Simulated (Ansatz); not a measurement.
Reactions of `CCc1ccccc1`.

Gas-phase electronic energies from Ansatz, PBE0-D4/def2-TZVP geometries. CCSD(T)/CBS is the MP2 limit (def2-TZVPP, def2-QZVPP) plus CCSD(T) − MP2 in def2-TZVPP, frozen cores. This one scheme is used for every species. One conformer a species, not always the lowest.

Task: Order these by ΔE at CCSD(T)/CBS, lowest first. (Best estimate.)
A. `CCc1ccccc1` + `NB(F)S` → `CNB(F)S` + `Cc1ccccc1`
B. `CCc1ccccc1` + `N=O` → `O=Nc1ccccc1` + `CC`
C. `CCc1ccccc1` + H₂O → `OCc1ccccc1` + CH₄
D. `CCc1ccccc1` + `CCCCCC` → `CCCCC(C)CC` + `c1ccccc1`

Result: B (-23.8 kJ/mol), D (+3.6 kJ/mol), A (+34.3 kJ/mol), C (+44.4 kJ/mol).

Largest T1 diagnostic: 0.015, for `N=O`.
